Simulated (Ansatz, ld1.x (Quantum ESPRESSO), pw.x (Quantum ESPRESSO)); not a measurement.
# beryllium: does the TM potential hold in the solid?

```json
{
  "Element": "Be",
  "Generator": "ld1.x (Quantum ESPRESSO) 7.5",
  "Type": "norm-conserving Troullier–Martins (Kleinman–Bylander form)",
  "Functional": "PBE",
  "Relativity": "scalar-relativistic",
  "Frozen core": "[He]",
  "Valence charge": "2",
  "Reference configuration": "2s2 2p0",
  "Partial waves": "2s (bound): rc 2.05 bohr; 3d channel at -0.1 Ry: rc 3.30 bohr; 2p (bound, empty): rc 4.00 bohr",
  "Local potential": "the p channel",
  "Core correction": "Bessel-smoothed model core inside 1.70 bohr"
}
```

Atomic tests: cutoffs needed: 8 Ry and 21 Ry (the cutoffs (Ry, on a coarse ladder) from which the occupation-weighted sum of valence levels, in a spherical-Bessel basis at the reference potential, stays within 10 and 1 mRy of its value at 400 Ry); ghost test: no extra level below or beside the all-electron valence levels (s, d, p, f tested) (spherical-Bessel basis up to 400 Ry, 20 bohr box); largest excitation error: -195 meV (all-electron minus pseudo) for 2s0 2p1, out of 5 test configurations.

Crystal test: fcc Be in pw.x 7.5, no spin, 18³ k-points, Fermi–Dirac smearing 0.01 Ry, cutoffs 50/200 Ry. The reference is all-electron LAPW (Ansatz 0.2.0) with the same functional, mesh and smearing; V0 and B0 come from Birch–Murnaghan fits to the pressures at five volumes. Errors are pseudo minus all-electron; Δ is the rms difference of the E(V) curves that follow from these fits, minima aligned, over ±6 % about the mean V0. Mesh and smearing are coarse, so the numbers serve the comparison and aren't converged zero-temperature values; the lattice is a test structure that the element need not adopt.

All-electron: a0 = 3.160 Å (V0 = 7.89 Å³/atom), B0 = 119.0 GPa.

**Question.** How far does the potential miss the all-electron equation of state?

**Answer.** mean pressure error (GPa): -16.74. The pressure does not cross zero within the volumes sampled, so no fit is given. The largest radius (4.00 bohr) exceeds half the bond length (2.11 bohr), so the spheres overlap, which is one possible source of error among others. This is a poor potential for the solid.

| V (Å³/atom) | P all-electron (GPa) | P pseudo (GPa) |
| --- | --- | --- |
| 7.518 | 6.22 | -15.20 |
| 7.716 | 2.75 | -16.20 |
| 7.914 | -0.36 | -16.96 |
| 8.112 | -3.15 | -17.54 |
| 8.310 | -5.65 | -17.98 |

**Question.** At the middle volume, how do free energy and pressure move when the wave cutoff is lowered (ecutrho kept at four times it)?

**Answer.**

| cutoff (Ry) | shift of F (meV/atom) | shift of P (GPa) |
| --- | --- | --- |
| 22 | +5.4 | -0.12 |
| 30 | +1.2 | -0.12 |
| 40 | +0.1 | +0.01 |

The run at the middle volume (195 k-points, 5 iterations) took about 5.8 s on one core of a shared host (Intel(R) Xeon(R) Processor @ 2.60GHz, 24 threads, 32 GiB, load 10).
